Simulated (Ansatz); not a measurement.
## Re: do energies and stresses tell the same story?

The calculation used Ansatz, DFT PBE, scalar-relativistic, plane waves, PAW.

Settings: cutoff 420 eV, Γ-centred mesh 18×18×18 on the computed 1-atom cell, Gaussian smearing of 0.10 eV; no spin polarisation.

Relaxed cell: Fm-3m, a = 3.915 Å, b = 3.915 Å, c = 3.915 Å, α = 90.00°, β = 90.00°, γ = 90.00°, 1 atom in the primitive cell. This fcc form isn't the element's structure at ambient conditions.

Energies at zero smearing and pressures from the stress tensor, at volumes with shape and atoms relaxed:
```csv
V (Å³/atom),E − E(first) (meV/atom),P (GPa)
13.206,0.00,61.11
13.656,-143.85,41.97
14.106,-238.15,25.68
14.556,-290.22,11.81
15.007,-306.29,0.00
15.457,-291.71,-10.04
15.907,-251.13,-18.56
16.507,-163.34,-27.90
```

Q: Check P = −dE/dV between neighbouring volumes, and get the bulk modulus from the pressures alone.

A: With 1 eV/Å³ = 160.2 GPa:
| middle V (Å³/atom) | −ΔE/ΔV (GPa) | mean P (GPa) |
| --- | --- | --- |
| 13.431 | 51.194 | 51.537 |
| 13.881 | 33.558 | 33.827 |
| 14.331 | 18.531 | 18.746 |
| 14.782 | 5.719 | 5.902 |
| 15.232 | -5.187 | -5.023 |
| 15.682 | -14.441 | -14.300 |
| 16.207 | -23.432 | -23.230 |

The two differ by 0.34 GPa at most. The mean of two end pressures misses the average over a step by about ΔV² P″/12, up to 0.25 GPa here; with that taken off 0.09 GPa remains. The stress is the derivative of the free energy, not of the energy at zero smearing, and with free energies 0.01 GPa remains. Around V = 15.007 Å³/atom, the two neighbours give B = −V ΔP/ΔV = 15.007 × 21.85 / 0.900 = 364.2 GPa, against B0 = 361.7 GPa from the Birch–Murnaghan fit of the energies.

Spin–orbit coupling is left out, which can shift energies with elements as heavy as these.